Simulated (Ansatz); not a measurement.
The calculation used DFT PBE, scalar-relativistic, plane waves, PAW (Ansatz). All cells share a 420 eV cutoff and Γ-centred k meshes spaced at most about 0.3 Å⁻¹ (about 0.25 or finer for metals, 2π included). No spin polarisation.

These are static total energies at zero pressure.

Two relaxed structures of In2Ga3As5:

A.

```xyz
10
Lattice="-2.0892 2.0892 14.8840 2.0892 -2.0892 14.8840 2.0892 2.0892 -14.8840" Properties=species:S:1:pos:R:3 pbc="T T T"
In    2.0892    0.0000   10.4622
In    2.0892    0.0000    4.4218
Ga    0.0000    2.0892    7.4420
Ga    0.0000    2.0892    1.4043
Ga    0.0000    2.0892   13.4798
As    0.0000    0.0000   26.9726
As    0.0000    0.0000    8.8350
As    0.0000    0.0000   20.9330
As    0.0000    0.0000    2.7955
As    0.0000    0.0000   14.8840
```

B.

```xyz
10
Lattice="-2.0891 2.0891 14.8924 2.0891 -2.0891 14.8924 2.0891 2.0891 -14.8924" Properties=species:S:1:pos:R:3 pbc="T T T"
In    0.0000    0.0000    5.8289
In    0.0000    0.0000   23.9558
Ga    0.0000    0.0000   17.6992
Ga    0.0000    0.0000   12.0855
Ga    0.0000    0.0000    0.0000
As    2.0891    0.0000    4.1985
As    0.0000    2.0891    7.4462
As    2.0891    0.0000   10.6939
As    0.0000    2.0891   13.4897
As    0.0000    2.0891    1.4027
```

Problem. Which placement of the atoms is lower in energy, and by how much?

Solution. They are level within the accuracy (under 1 meV/atom apart). The two share one framework of sites and differ in which element sits where. A has In and Ga ordered on zinc blende sites, space group I-4m2 (No. 119), 26.0 Å³/atom and no gap on its mesh; B has In and Ga ordered on zinc blende sites, space group I-4m2 (No. 119), 26.0 Å³/atom and no gap. Counting As atoms around Ga and In (those within 1.25 times the shortest such distance or 1.15 times the sum of covalent radii, 1.27 where that leaves under three), A and B both have In 4, Ga 4. In A, In has 4 As at 2.65 Å; Ga on a site of symmetry -4m2 is surrounded by 4 As at 2.51 Å; around As on a site of symmetry 2mm lie 2 Ga at 2.51 Å and 2 In at 2.65 Å; 3 more sites not described. In B, In is surrounded by 4 As at 2.64–2.65 Å; around Ga on a site of symmetry 2mm lie 4 As at 2.51–2.52 Å; around As on a site of symmetry 2mm lie 2 Ga at 2.51 Å and 2 In at 2.65 Å; 3 more sites not described. Both come from invented guesses. Shaken at random and relaxed again, A came back.

The k mesh leaves some 4 meV/atom of noise in the energy of each metallic cell. The zero gap of I-4m2 at 26.0 Å³/atom may come from the functional, which often closes small gaps.
